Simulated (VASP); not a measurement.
# I: restarted molecular dynamics, 2 variants

I, I4/mmm (no. 139), 8 atoms in the cell. PBE, molecular dynamics; PAW potentials I (PBE set).

| Restart from | Temperature at the end (K) | The same without a restart (K) | Potential energy at the end (eV/atom) | The same without a restart (eV/atom) | Electronic steps in the first step after the restart | Time (s) |
|---|---|---|---|---|---|---|
| CONTCAR with velocities, WAVECAR read | 1106.0 | 1106.0 | -1.05944 | -1.05944 | 4 | 180 |
| CONTCAR with velocities, no WAVECAR | 1106.0 | 1106.0 | -1.05944 | -1.05944 | 16 | 182 |

Limits: 240 fs of 8 atoms are too short for converged averages.

## Input of the first row

INCAR.step1:
```
GGA = PE
PREC = Normal
ENCUT = 200
EDIFF = 1E-6
NELMIN = 4
NELM = 60
ALGO = Fast
LREAL = Auto
LASPH = T
ISMEAR = -1
SIGMA = 0.05
ISYM = 0
LWAVE = T
LCHARG = F
IBRION = 0
NSW = 30
POTIM = 4.0
TEBEG = 1000
ISIF = 2
RANDOM_SEED = 284521 0 0
MDALGO = 1
ANDERSEN_PROB = 0.0
KPAR = 2
```

INCAR.step2, as INCAR.step1 but for:
```
- LWAVE = T
+ LWAVE = F
```

KPOINTS:
```
k-points
0
Monkhorst-Pack
  2 2 2
```

POSCAR.step1:
```
I
1.0
    6.4698240000      0.0000000000      0.0000000000
    0.0000000000      6.4698240000      0.0000000000
    0.0000000000      0.0000000000      8.5296160000
I
8
Direct
    0.0000000000      0.0000000000      0.0000000000
    0.0000000000      0.5000000000      0.0000000000
    0.5000000000      0.0000000000      0.0000000000
    0.5000000000      0.5000000000      0.0000000000
    0.2500000000      0.2500000000      0.5000000000
    0.2500000000      0.7500000000      0.5000000000
    0.7500000000      0.2500000000      0.5000000000
    0.7500000000      0.7500000000      0.5000000000
```

Commands (each step's output is kept before the next begins):
```
cat potpaw_PBE.64/I/POTCAR > POTCAR
cp INCAR.step1 INCAR
cp POSCAR.step1 POSCAR
mpirun -np 2 vasp_std > vasp.out
cp CONTCAR POSCAR
cp INCAR.step2 INCAR
mpirun -np 2 vasp_std > vasp.out
```

Changes of the last row against the first:
```
(step 1)
- LWAVE = True
+ LWAVE = False
```

VASP 6.6.1 took 180 s on 2 cores (AMD EPYC 7R13 (Zen 3)), a shared host.
